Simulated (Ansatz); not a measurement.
## SnO: equation of state with SVWN5

Crystal: SnO.

```xyz
4
Lattice="3.8137 0.0000 0.0000 0.0000 3.8137 0.0000 0.0000 0.0000 4.8869" Properties=species:S:1:pos:R:3 pbc="T T T"
Sn    1.9068    0.0000    3.7367
Sn    0.0000    1.9068    1.1503
O     0.0000    0.0000    0.0000
O     1.9068    1.9068    0.0000
```

The cell is a database's computed one.

| Item | Value |
| --- | --- |
| Program | Ansatz 0.2.0 |
| Task | equation of state |
| Functional | SVWN5 |
| Potentials or basis | Ansatz PAW |
| Cutoff | 420 eV |
| Density cutoff | 1680 eV |
| k mesh | 7 × 7 × 6 |
| Occupations | fermi-dirac, width 0.05 eV |
| Spin | no spin polarisation |

| Quantity | Value |
| --- | --- |
| Equilibrium volume | 17.15 Å³/atom |
| Bulk modulus at fixed shape and positions | 103 GPa |
| Pressure derivative of the bulk modulus | 4.4 |

Energy against volume, from the lowest point:
```
volume (Å³/atom)  energy (meV/atom)
          16.703               3.78
          17.058               0.00
          17.414               1.10
          17.769               6.52
          18.125              15.82
          18.480              28.66
          18.835              44.55
```

All runs of the series together: 39 s on 2 threads of AMD EPYC (Zen 3), with other jobs on the host.

Caveat: the cell was scaled at fixed shape and fractional positions, which overstates the stiffness of a crystal with free parameters, most of all of layers and chains.
